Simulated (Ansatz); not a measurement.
# Straining NbP

Computed with DFT PBEsol, scalar-relativistic, plane waves, PAW in Ansatz. Settings: 420 eV cutoff, 10×10×4 k-mesh, Gaussian smearing of 0.10 eV, no spin polarisation.

Starting point, cell and atoms relaxed:

```xyz
8
Lattice="3.3203 0.0000 0.0000 0.0000 3.3203 0.0000 0.0000 0.0000 11.2904" Properties=species:S:1:pos:R:3 pbc="T T T"
Nb    1.6601    1.6601    0.0021
Nb    0.0000    1.6601    8.4699
Nb    0.0000    0.0000    5.6473
Nb    1.6601    0.0000    2.8247
P     0.0000    0.0000    0.9308
P     1.6601    0.0000    9.3986
P     1.6601    1.6601    6.5760
P     0.0000    1.6601    3.7534
```

Deformation: biaxial strain in the a-b plane, with the length and tilt of c and the atoms relaxed, all within the symmetry that the strain leaves. Energies are extrapolated to zero smearing. On this cell's mesh the reference holds a stress of up to 0.12 GPa. Gaps are Kohn–Sham gaps, read on the k-mesh where the zone wasn't searched.

```csv
strain (%),ΔE (meV/atom),a (Å),b (Å),c (Å),gap (eV)
-3.0,34.1,3.221,3.221,11.652,metal
-2.0,14.7,3.254,3.254,11.524,metal
-1.0,3.3,3.287,3.287,11.411,metal
+0.0,0.0,3.320,3.320,11.290,metal
+1.0,3.7,3.353,3.353,11.186,metal
+2.0,14.4,3.387,3.387,11.089,0.03
+3.0,32.4,3.420,3.420,11.003,metal
```

**Question.** What stiffness (1/V) d²E/dε² at zero strain does a cubic fit over all points give?

**Answer.** A cubic fit gives (1/V) d²E/dε² = 763 GPa at zero strain (twice the biaxial modulus).

**Question.** How does the free axis c answer a small strain?

**Answer.** Between the innermost points its strain is -1.00 times the applied one.